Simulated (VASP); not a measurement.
# SnSe2 (P-3m1) in VASP: further runs

The runs below take SnSe2 through single point, with LDA.

Everything below comes from runs of VASP 6.6.1. Logs are shortened: lines on timing, memory, paths and dates and some standing lists are left out, and cuts for length are marked.

### Step 1. The crystal as given

It takes space group P-3m1 (No. 164, trigonal). The conventional cell has a = 3.811 Å, b = 3.811 Å, c = 6.136 Å, α = 90.00°, β = 90.00°, γ = 120.00°. Sn (site symmetry -3m) is surrounded by 6 Se at 2.68 Å. Se (site symmetry 3m) is surrounded by 3 Sn at 2.68 Å.

### Step 2. Single point, LDA

The input, INCAR:

```
SYSTEM = SnSe2
PREC     = Accurate       ! precision mode
ENCUT    = 550            ! plane-wave cutoff, eV
EDIFF    = 1E-5           ! SCF threshold, eV
ISMEAR   = 0              ! smearing method
SIGMA    = 0.05           ! smearing width, eV
LREAL    = .False.        ! projectors in reciprocal space
LASPH    = .True.         ! aspherical terms in the spheres
NELM     = 100            ! most SCF steps
ALGO     = Normal         ! electronic algorithm
ISIF     = 2              ! what is computed and relaxed
LWAVE    = .False.        ! write WAVECAR
LCHARG   = .False.        ! write CHGCAR
NBANDS   = 20             ! bands
ADDGRID  = .False.
```

The input, KPOINTS:

```
regular mesh
0
Gamma
  10 10 6
  0 0 0
```

The input, POSCAR:

```
SnSe2
1.0
    3.8110000000      0.0000000000      0.0000000000
   -1.9055000000      3.3004228138      0.0000000000
    0.0000000000      0.0000000000      6.1360000000
Sn Se
1 2
Direct
    0.0255860000      0.0074750000      0.0043360000
    0.6613810000      0.3516810000      0.7467700000
    0.3595740000      0.6870860000      0.2661230000
```

Potentials or basis: VASP PAW LDA potentials, release 64 (Sn_d, Se).

The run is started by

```sh
cat potpaw_LDA.64/Sn_d/POTCAR potpaw_LDA.64/Se/POTCAR > POTCAR
mpirun -np 1 vasp_std > vasp.out
```

OUTCAR:

```text
SYSTEM = SnSe2
   PREC = Accurate
   ENCUT = 550
   EDIFF = 1E-5
   ISMEAR = 0
   LREAL = .False.
   LASPH = .True.
   NELM = 100
   ISIF = 2

 Found    304 irreducible k-points:

 Following reciprocal coordinates:
            Coordinates               Weight
  0.000000  0.000000  0.000000      1.000000
  0.100000 -0.000000  0.000000      2.000000
  0.000000  0.100000  0.000000      2.000000
 -0.100000  0.100000  0.000000      2.000000
  0.200000 -0.000000  0.000000      2.000000
  0.000000  0.200000  0.000000      2.000000
   k-points           NKPTS =    304   k-points in BZ     NKDIM =    304   number of bands    NBANDS=     20
   number of dos      NEDOS =    301   number of ions     NIONS =      3
   total plane-waves  NPLWV =  43200
   dimension x,y,z NGX =    30 NGY =   30 NGZ =   48
   dimension x,y,z NGXF=    60 NGYF=   60 NGZF=   96
   ions per type =               1   2
   NGX,Y,Z   is equivalent  to a cutoff of  13.09, 13.09, 13.00 a.u.
   NGXF,Y,Z  is equivalent  to a cutoff of  26.17, 26.17, 26.01 a.u.
 SYSTEM =  SnSe2
   PREC   = accura    normal or accurate (medium, high low for compatibility)
   ISTART =      0    job   : 0-new  1-cont  2-samecut
   ICHARG =      2    charge: 1-file 2-atom 10-const
   ISPIN  =      1    spin polarized calculation?
   LNONCOLLINEAR =      F non collinear calculations
   LSORBIT =      F    spin-orbit coupling
   LASPH  =      T    aspherical Exc in radial PAW
   ENCUT  =  550.0 eV  40.42 Ry    6.36 a.u.   7.29  7.29 11.73*2*pi/ulx,y,z
   NELM   =    100;   NELMIN=  2; NELMDL= -5     # of ELM steps
   EDIFF  = 0.1E-04   stopping-criterion for ELM
   LREAL  =      F    real-space projection
   EDIFFG = 0.1E-03   stopping-criterion for IOM
   NSW    =      0    number of steps for IOM
   IBRION =     -1    ionic relax: 0-MD 1-quasi-New 2-CG
   NFREE  =      0    steps in history (QN), initial steepest desc. (CG)
   ISIF   =      2    stress and relaxation
   ISYM   =      2    0-nonsym 1-usesym 2-fastsym
   POTIM  = 0.5000    time-step for ionic-motion
   TEBEG  =    0.0;   TEEND  =   0.0 temperature during run
   PSTRESS=    0.0 pullay stress
   NELECT =      26.0000    total number of electrons
   NUPDOWN=      -1.0000    fix difference up-down
   EMIN   =  10.00;   EMAX   =-10.00  energy-range for DOS
   EFERMI =   0.00;   METHOD = LEGACY
   ISMEAR =     0;   SIGMA  =   0.05  broadening in eV -4-tet -1-fermi 0-gaus
   EFERMI_NEDOS =   21; number of points for ismear=-14 and -15
   IALGO  =     38    algorithm
   IMIX   =      4    mixing-type and parameters
     AMIX     =   0.40;   BMIX     =  1.00
     AMIX_MAG =   1.60;   BMIX_MAG =  1.00
  volume/ion in A,a.u.               =      25.73       173.61
  Fermi-wavevector in a.u.,A,eV,Ry     =   1.139116  2.152617 17.654722  1.297585
  Thomas-Fermi vector in A             =   2.275820
   LORBIT       =      0    0 simple, 1 ext, 2 COOP (PROOUT), +10 PAW based schemes
   GGA     = CA    functional components
   LHFCALC =     F    Hartree Fock is set to
   AEXX    =    0.0000 exact exchange contribution
   IVDW    =     0    specifies the selected vdW correction
   LEPSILON=     F    determine dielectric tensor
   LRPA    =     F    only Hartree local field effects (RPA)
 non-spin polarized calculation
 Gauss-broadening in eV      SIGMA  =   0.05
  energy-cutoff  :      550.00
  volume of cell :       77.18
 maximum number of plane-waves:      2297
 NGX is ok and might be reduce to    30
   NGX = 15   NGY = 15   NGZ = 23

 number of electron      26.0000001 magnetization

 Free energy of the ion-electron system (eV)
  ---------------------------------------------------
  ext. energy  EPLUGINS =         0.00000000
  ---------------------------------------------------
  free energy    TOTEN  =       -13.74793662 eV

  energy without entropy =      -13.74793662  energy(sigma->0) =      -13.74793662

 E-fermi :   4.3717     XC(G=0):  -9.8271

 val. band max:        4.1835808715   @ k =   0.1000   0.1000   0.0000
 cond. band min:       4.5618089295   @ k =   0.4000  -0.4000   0.3333
 fundamental gap:      0.3782280580
 Fermi energy:         4.3717171437

 k-point     1 :       0.0000    0.0000    0.0000
  band No.  band energies     occupation
      1     -17.0541      2.00000
      2     -17.0500      2.00000
      3     -17.0078      2.00000
      4     -16.9976      2.00000
      5     -16.9968      2.00000
      6      -9.7618      2.00000
[... 12 lines left out ...]
     19      13.0653      0.00000
     20      13.2487      0.00000

 k-point     2 :       0.1000   -0.0000    0.0000
  band No.  band energies     occupation
      1     -17.0587      2.00000
      2     -17.0459      2.00000
      3     -17.0058      2.00000
      4     -16.9988      2.00000
      5     -16.9969      2.00000
      6      -9.6636      2.00000
[... 12 lines left out ...]
     19      12.3012      0.00000
     20      13.2899      0.00000

 k-point     3 :       0.0000    0.1000    0.0000
  band No.  band energies     occupation
      1     -17.0556      2.00000
      2     -17.0488      2.00000
      3     -17.0053      2.00000
      4     -16.9994      2.00000
      5     -16.9969      2.00000
      6      -9.6635      2.00000
[... 12 lines left out ...]
     19      12.3752      0.00000
     20      13.2028      0.00000

 k-point     4 :      -0.1000    0.1000    0.0000
  band No.  band energies     occupation
      1     -17.0560      2.00000
      2     -17.0482      2.00000
      3     -17.0052      2.00000
      4     -17.0003      2.00000
      5     -16.9963      2.00000
      6      -9.6640      2.00000
[... 12 lines left out ...]
     19      12.4677      0.00000
     20      13.1761      0.00000

 k-point     5 :       0.2000   -0.0000    0.0000
  band No.  band energies     occupation
      1     -17.0715      2.00000
      2     -17.0370      2.00000
      3     -17.0089      2.00000
      4     -16.9954      2.00000
      5     -16.9928      2.00000
      6      -9.3787      2.00000
[... 12 lines left out ...]
     19      12.0359      0.00000
     20      13.4650      0.00000

 k-point     6 :       0.0000    0.2000    0.0000
  band No.  band energies     occupation
      1     -17.0675      2.00000
      2     -17.0407      2.00000
      3     -17.0071      2.00000
      4     -16.9974      2.00000
      5     -16.9928      2.00000
      6      -9.3779      2.00000
[... 12 lines left out ...]
     19      12.1258      0.00000
     20      13.4767      0.00000

 [... further k-points ...]

------------------------ aborting loop because EDIFF is reached ----------------------------------------

  FORCE on cell =-STRESS in cart. coord.  units (eV):
  Direction    XX          YY          ZZ          XY          YZ          ZX
  --------------------------------------------------------------------------------------
  -------------------------------------------------------------------------------------
  Total       -0.4589187     -0.4906284     -0.6544263      0.0890551     -0.1076382     -0.5311044
  in kB       -9.5269188    -10.1851960    -13.5855575      1.8487382     -2.2345144    -11.0254564
  external PRESSURE =     -11.0992241 kB  Pullay stress =       0.0000000 kB

 VOLUME and BASIS-vectors are now :
 -----------------------------------------------------------------------------
  energy-cutoff  :      550.00
  volume of cell :       77.18
      direct lattice vectors                 reciprocal lattice vectors
     3.811000000  0.000000000  0.000000000     0.262398321  0.151495741  0.000000000
    -1.905500000  3.300422814  0.000000000     0.000000000  0.302991482  0.000000000
     0.000000000  0.000000000  6.136000000     0.000000000  0.000000000  0.162972621

 POSITION                                       TOTAL-FORCE (eV/Angst)
 -----------------------------------------------------------------------------------
      0.08326      0.02467      0.02661        -0.379653      0.114487      0.273439
      1.85039      1.16070      4.58218         0.406833     -0.022902     -0.060441
      0.06109      2.26767      1.63293        -0.027180     -0.091584     -0.212998
 -----------------------------------------------------------------------------------
    total drift:                                0.000069     -0.000063      0.000246

  FREE ENERGIE OF THE ION-ELECTRON SYSTEM (eV)
  ---------------------------------------------------
  free  energy   TOTEN  =       -13.7479366222 eV

  energy  without entropy=      -13.7479366221  energy(sigma->0) =      -13.74793662
```

OSZICAR:

```text
N       E                     dE             d eps       ncg     rms          rms(c)
DAV:   1     0.208861065972E+03    0.20886E+03   -0.12537E+04 12488   0.155E+03
DAV:   2     0.110398276064E+02   -0.19782E+03   -0.19019E+03 12860   0.398E+02
DAV:   3    -0.131434962345E+02   -0.24183E+02   -0.23572E+02 14800   0.117E+02
DAV:   4    -0.140212667358E+02   -0.87777E+00   -0.87600E+00 14432   0.232E+01
DAV:   5    -0.140420840231E+02   -0.20817E-01   -0.20815E-01 16748   0.380E+00    0.514E+00
DAV:   6    -0.137821671568E+02    0.25992E+00   -0.50432E-01 18472   0.726E+00    0.327E+00
DAV:   7    -0.137514423871E+02    0.30725E-01   -0.13503E-01 13948   0.221E+00    0.953E-01
DAV:   8    -0.137481859614E+02    0.32564E-02   -0.98982E-03 15972   0.909E-01    0.260E-01
DAV:   9    -0.137479402507E+02    0.24571E-03   -0.11304E-03 13924   0.237E-01    0.772E-02
DAV:  10    -0.137479366222E+02    0.36285E-05   -0.94397E-05 14424   0.639E-02
   1 F= -.13747937E+02 E0= -.13747937E+02  d E =-.180171E-09
```

stdout:

```text
POSCAR found type information on POSCAR SnSe
 POSCAR found :  2 types and       3 ions
 scaLAPACK will be used
 LDA part: xc-table for (Slater(with rela. corr.)+CA(PZ))
 , standard interpolation
 POSCAR, INCAR and KPOINTS ok, starting setup
 FFT: planning ... GRIDC
 FFT: planning ... GRID_SOFT
 FFT: planning ... GRID
 WAVECAR not read
 entering main loop
```

It took 3.4 min on 1 thread of Intel Xeon 6975P-C (Granite Rapids), shared host; peak memory 0.54 GiB.

These settings aren't checked as converged: the numbers below hold their error.

What came out:

```yaml
Free_energy: -13.7479 eV
Pressure: -1.1 GPa
Largest_force: 0.482 eV/Å
Band_gap_on_the_k_mesh: 0.38 eV, indirect (least direct gap 0.86 eV)
```

Caveat: spin-orbit coupling is left out, which moves the levels of the heavy elements.

### Step 3. Single point, LDA

INCAR: that of step 2 with these lines changed.

```diff
@@ -2,4 +2,4 @@
 PREC     = Accurate       ! precision mode
-ENCUT    = 550            ! plane-wave cutoff, eV
-EDIFF    = 1E-5           ! SCF threshold, eV
+ENCUT    = 450            ! plane-wave cutoff, eV
+EDIFF    = 1E-7           ! SCF threshold, eV
 ISMEAR   = 0              ! smearing method
```

The input, KPOINTS:

```
regular mesh
0
Gamma
  12 12 7
  0 0 0
```

The input, POSCAR:

```
SnSe2
1.0
    3.8110000000      0.0000000000      0.0000000000
   -1.9055000000      3.3004228138      0.0000000000
    0.0000000000      0.0000000000      6.1360000000
Sn Se
1 2
Direct
    0.0000000000      0.0000000000      0.0000000000
    0.6666666667      0.3333333333      0.7510000000
    0.3333333333      0.6666666667      0.2490000000
```

Potentials or basis: VASP PAW LDA potentials, release 64 (Sn_d, Se).

The run is started by

```sh
cat potpaw_LDA.64/Sn_d/POTCAR potpaw_LDA.64/Se/POTCAR > POTCAR
mpirun -np 1 vasp_std > vasp.out
```

Wall time 68 s (1 thread of Intel Xeon 6975P-C (Granite Rapids), shared host); peak memory 0.25 GiB.

The run converged, but some of its settings lie outside the range that counts as converged, so its numbers aren't taken as properties of the crystal.

Results:

```yaml
Free_energy: -13.7570 eV
Pressure: 1.0 GPa
Largest_force: 0.509 eV/Å
Band_gap_on_the_k_mesh: 0.61 eV, indirect (least direct gap 0.90 eV)
```

Caveat: spin-orbit coupling is left out, which moves the levels of the heavy elements; an odd mesh through Γ misses points on the zone boundary, where band edges often lie.
